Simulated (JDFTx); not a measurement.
Crystal: In.

```
In
1.0
    -1.88253    1.88253    1.88253
     1.88253   -1.88253    1.88253
     1.88253    1.88253   -1.88253
In
1
Direct
  0.00000 0.00000 0.00000
```

This isn't the form of In at room conditions, which is tetragonal.

```yaml
Program: JDFTx 1.7.0 (patched build)
Task: relaxation of cell and atoms
Functional: TPSS
Potentials_or_basis: SG15-PBE-1.2 with smoothed tails
Cutoff: 1088 eV
Density_cutoff: 4354 eV
k_mesh: 5 × 5 × 5
Occupations: fermi-dirac, width 0.05 eV
Spin: no spin polarisation
```

At the start: pressure -1.0 GPa; volume 26.69 Å³/atom.

How do energy, volume and symmetry change on relaxing?

Over 5 steps the energy falls by 2.1 meV/atom and the volume is 26.02 Å³/atom (-2.5 %); space group Im-3m (No. 229, to 0.05 Å).

The path:
```csv
step,energy change (eV),largest force (eV/Å),pressure (GPa),volume (Å³)
1,0.0000,0.0000,-1.00,26.69
2,-0.0006,0.0000,-0.85,26.58
3,-0.0021,0.0000,0.00,26.01
4,-0.0021,0.0000,0.00,26.02
5,-0.0021,0.0000,0.00,26.02
```

Final structure:
```
In
1.0
    -1.86667    1.86667    1.86667
     1.86667   -1.86667    1.86667
     1.86667    1.86667   -1.86667
In
1
Direct
  0.00000 0.00000 0.00000
```

Caveat: the k mesh is coarse (spacing up to 0.47 Å⁻¹), so the values aren't converged; meta-GGA forces are noisy on this grid; the potentials were made for another functional, which shifts forces and pressure.
